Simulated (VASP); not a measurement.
# SrTiO3 (Pm-3m) in VASP: a series of runs, part 2 of 2

VASP 6.6.1. Earlier steps stand in the parts before.

## (4) Relaxation of cell and atoms, PBEsol

The input, INCAR:

```
PREC = Accurate
ENCUT = 600
EDIFF = 1E-6
ISMEAR = 0
SIGMA = 0.03
LREAL = F
LASPH = T
NELM = 80
ALGO = Normal
ISIF = 3
LWAVE = F
LCHARG = F
GGA = PS
IBRION = 2
NSW = 90
EDIFFG = -0.01
```

The input, KPOINTS:

```
Automatic mesh
0
Gamma
  8 8 8
```

The input, POSCAR:

```
SrTiO3
1.0
    3.9052800000      0.0000000000      0.0000000000
    0.0000000000      3.9052800000      0.0000000000
    0.0000000000      0.0000000000      3.9052800000
Sr Ti O
1 1 3
Direct
    0.5000000000      0.5000000000      0.5000000000
    0.0000000000      0.0000000000      0.0000000000
    0.5000000000      0.0000000000      0.0000000000
    0.0000000000      0.5000000000      0.0000000000
    0.0000000000      0.0000000000      0.5000000000
```

Potentials or basis: VASP PAW PBE potentials, release 64 (Sr_sv, Ti_sv, O).

On the command line:

```sh
$ cat potpaw_PBE.64/Sr_sv/POTCAR potpaw_PBE.64/Ti_sv/POTCAR potpaw_PBE.64/O/POTCAR > POTCAR
$ mpirun -np 1 vasp_std > vasp.out
```

OUTCAR:

```text
PREC = Accurate
   ENCUT = 600
   EDIFF = 1E-6
   ISMEAR = 0
   LREAL = F
   LASPH = T
   NELM = 80
   ISIF = 3
   GGA = PS
   IBRION = 2
   NSW = 90
   EDIFFG = -0.01

 ion  position               nearest neighbor table
   1  0.500  0.500  0.500-   3 2.76   4 2.76   5 2.76   3 2.76   4 2.76   3 2.76   5 2.76   3 2.76
                             4 2.76   5 2.76   4 2.76   5 2.76   2 3.38   2 3.38   2 3.38   2 3.38
   2  0.000  0.000  0.000-   3 1.95   4 1.95   5 1.95   5 1.95   4 1.95   3 1.95   1 3.38   1 3.38
                             1 3.38   1 3.38   1 3.38   1 3.38   1 3.38   1 3.38
   3  0.500  0.000  0.000-   2 1.95   2 1.95   1 2.76   1 2.76   1 2.76   1 2.76
   4  0.000  0.500  0.000-   2 1.95   2 1.95   1 2.76   1 2.76   1 2.76   1 2.76
   5  0.000  0.000  0.500-   2 1.95   2 1.95   1 2.76   1 2.76   1 2.76   1 2.76

  LATTYP: Found a simple cubic cell.
 ALAT       =     3.9052800000

  Lattice vectors:

 A1 = (   3.9052800000,   0.0000000000,   0.0000000000)
 A2 = (   0.0000000000,   3.9052800000,   0.0000000000)
 A3 = (   0.0000000000,   0.0000000000,   3.9052800000)

Analysis of symmetry for initial positions (statically):
=====================================================================
 Subroutine PRICEL returns:
 Original cell was already a primitive cell.

 Routine SETGRP: Setting up the symmetry group for a
 simple cubic supercell.

 Subroutine GETGRP returns: Found 48 space group operations
 (whereof 48 operations were pure point group operations)
 out of a pool of 48 trial point group operations.

The static configuration has the point symmetry O_h .

Analysis of symmetry for dynamics (positions and initial velocities):
=====================================================================
 Subroutine PRICEL returns:
 Original cell was already a primitive cell.

 Routine SETGRP: Setting up the symmetry group for a
 simple cubic supercell.

 Subroutine GETGRP returns: Found 48 space group operations
 (whereof 48 operations were pure point group operations)
[... 139 lines left out ...]
 conjugate gradient relaxation of ions
 non-spin polarized calculation
 Gauss-broadening in eV      SIGMA  =   0.03
  energy-cutoff  :      600.00
  volume of cell :       59.56
 maximum number of plane-waves:      2008
 NGX is ok and might be reduce to    32
   NGX = 15   NGY = 15   NGZ = 15

--------------------------------------- Ionic step        1  -------------------------------------------

 number of electron      39.9999979 magnetization

 Free energy of the ion-electron system (eV)
  ---------------------------------------------------
  ext. energy  EPLUGINS =         0.00000000
  ---------------------------------------------------
  free energy    TOTEN  =       -42.02103690 eV

  energy without entropy =      -42.02103690  energy(sigma->0) =      -42.02103690

------------------------ aborting loop because EDIFF is reached ----------------------------------------

  FORCE on cell =-STRESS in cart. coord.  units (eV):
  Direction    XX          YY          ZZ          XY          YZ          ZX
  --------------------------------------------------------------------------------------
  -------------------------------------------------------------------------------------
  Total       -0.5652723     -0.5652723     -0.5652723      0.0000000     -0.0000000      0.0000000
  in kB      -15.2058877    -15.2058877    -15.2058877      0.0000000     -0.0000000      0.0000000
  external PRESSURE =     -15.2058877 kB  Pullay stress =       0.0000000 kB
[... 65 lines left out ...]
--------------------------------------- Ionic step        3  -------------------------------------------

 number of electron      39.9999982 magnetization

 Free energy of the ion-electron system (eV)
  ---------------------------------------------------
  ext. energy  EPLUGINS =         0.00000000
  ---------------------------------------------------
  free energy    TOTEN  =       -42.02328934 eV

  energy without entropy =      -42.02328934  energy(sigma->0) =      -42.02328934

 E-fermi :   4.2731     XC(G=0): -11.5816

 val. band max:        4.0886735525   @ k =   0.5000   0.5000   0.5000
 cond. band min:       5.9045215546   @ k =   0.0000   0.0000   0.0000
 fundamental gap:      1.8158480021
 Fermi energy:         4.2730660911

 k-point     1 :       0.0000    0.0000    0.0000
  band No.  band energies     occupation
      1     -52.0790      2.00000
      2     -28.5313      2.00000
      3     -28.4467      2.00000
      4     -28.4467      2.00000
      5     -28.4467      2.00000
      6     -13.2996      2.00000
[... 637 lines left out ...]
     23       8.2736      0.00000
     24       9.9450      0.00000

 [... further k-points ...]

------------------------ aborting loop because EDIFF is reached ----------------------------------------

  FORCE on cell =-STRESS in cart. coord.  units (eV):
  Direction    XX          YY          ZZ          XY          YZ          ZX
  --------------------------------------------------------------------------------------
  -------------------------------------------------------------------------------------
  Total       -0.0033623     -0.0033623     -0.0033623      0.0000000      0.0000000     -0.0000000
  in kB       -0.0911817     -0.0911817     -0.0911817      0.0000000      0.0000000     -0.0000000
  external PRESSURE =      -0.0911817 kB  Pullay stress =       0.0000000 kB
[... 20 lines left out ...]
  FREE ENERGIE OF THE ION-ELECTRON SYSTEM (eV)
  ---------------------------------------------------
  free  energy   TOTEN  =       -42.0232893433 eV

  energy  without entropy=      -42.0232893433  energy(sigma->0) =      -42.02328934

 reached required accuracy - stopping structural energy minimisation
```

Run time: 62 s. Hardware: 1 thread of Intel Xeon Platinum 8488C (Sapphire Rapids), shared host; peak memory 0.23 GiB.

Results:

- Free energy: -42.0233 eV
- Relaxed volume: 11.82 Å³/atom
- Relaxed cell: a = 3.895 Å, b = 3.895 Å, c = 3.895 Å, α = 90.00°, β = 90.00°, γ = 90.00°
- Space group after relaxing (to 0.05 Å): Pm-3m (No. 221)
- Energy gained by relaxing: 0.5 meV/atom
- Ionic steps: 3
- Pressure after relaxing: 0.0 GPa
- Band gap on the k mesh: 1.82 eV, indirect (least direct gap 2.17 eV)

Step by step:
| step | energy change (eV) | largest force (eV/Å) | pressure (GPa) | volume (Å³) |
| --- | --- | --- | --- | --- |
| 1 | 0.0000 | 0.0000 | -1.52 | 59.56 |
| 2 | 0.0001 | 0.0000 | 1.55 | 58.59 |
| 3 | -0.0023 | 0.0000 | -0.01 | 59.08 |

Final structure:
```cif
data_structure
_symmetry_space_group_name_H-M 'P 1'
_symmetry_Int_Tables_number 1
_cell_length_a 3.8947
_cell_length_b 3.8947
_cell_length_c 3.8947
_cell_angle_alpha 90.000
_cell_angle_beta 90.000
_cell_angle_gamma 90.000
_cell_volume 59.08
loop_
_atom_site_label
_atom_site_type_symbol
_atom_site_fract_x
_atom_site_fract_y
_atom_site_fract_z
_atom_site_occupancy
Sr1 Sr 0.50000 0.50000 0.50000 1
Ti1 Ti 0.00000 0.00000 0.00000 1
O1 O 0.50000 0.00000 0.00000 1
O2 O 0.00000 0.50000 0.00000 1
O3 O 0.00000 0.00000 0.50000 1
```

Caveat: the PAW data sets were made with another functional, which shifts forces and pressure a little. A k mesh can miss the band edges.

## (5) Relaxation of cell and atoms, PBEsol

This run uses another cell than the first one, of 11.82 Å³/atom, 0.992 times its volume.

INCAR: that of step 4 with these lines changed.

```diff
@@ -2,3 +2,3 @@
 ENCUT = 600
-EDIFF = 1E-6
+EDIFF = 1E-7
 ISMEAR = 0
@@ -15,2 +15,2 @@
 NSW = 90
-EDIFFG = -0.01
+EDIFFG = -0.005
```

KPOINTS is that of step 4.

The input, POSCAR:

```
SrTiO3                                  
1.0
    3.8947475962      0.0000000000      0.0000000000
    0.0000000000      3.8947475962     -0.0000000000
    0.0000000000     -0.0000000000      3.8947475962
  Sr              Ti              O             
     1     1     3
Direct
     0.5000000000000000    0.5000000000000000    0.5000000000000000
     0.0000000000000000    0.0000000000000000    0.0000000000000000
     0.5000000000000000    0.0000000000000000    0.0000000000000000
     0.0000000000000000    0.5000000000000000    0.0000000000000000
     0.0000000000000000    0.0000000000000000    0.5000000000000000
```

On the command line:

```sh
$ cat potpaw_PBE.64/Sr_sv/POTCAR potpaw_PBE.64/Ti_sv/POTCAR potpaw_PBE.64/O/POTCAR > POTCAR
$ mpirun -np 1 vasp_std > vasp.out
```

Run time: 31 s. Hardware: 1 thread of Intel Xeon Platinum 8488C (Sapphire Rapids), shared host; peak memory 0.22 GiB.

It converged, with:

| Item | Value |
| --- | --- |
| Free energy | -42.0222 eV |
| Pressure after relaxing | 0.0 GPa |
| Band gap on the k mesh | 1.82 eV, indirect (least direct gap 2.17 eV) |

Final structure:
```xyz
5
Lattice="3.8947 0.0000 0.0000 0.0000 3.8947 0.0000 0.0000 0.0000 3.8947" Properties=species:S:1:pos:R:3 pbc="T T T"
Sr    1.9474    1.9474    1.9474
Ti    0.0000    0.0000    0.0000
O     1.9474    0.0000    0.0000
O     0.0000    1.9474    0.0000
O     0.0000    0.0000    1.9474
```

Levels at points of the mesh, in eV from the valence-band top:
```tsv
k point	band 17	band 18	band 19	band 20	band 21	band 22	band 23	band 24
(0.00, 0.00, 0.00)	-1.20	-0.35	-0.35	-0.35	1.82	1.82	1.82	4.39
(0.50, 0.00, 0.00)	-2.41	-2.06	-0.74	-0.74	2.00	3.82	3.82	4.41
(0.50, 0.50, 0.00)	-1.74	-1.60	-1.60	-0.10	3.83	3.83	4.28	5.38
(0.50, 0.50, 0.50)	-3.80	0.00	0.00	0.00	4.52	4.52	4.52	6.89
```

Caveat: the relaxation stopped at its first step, so nothing moved; the PAW data sets were made with another functional, which shifts forces and pressure a little. A k mesh can miss the band edges.
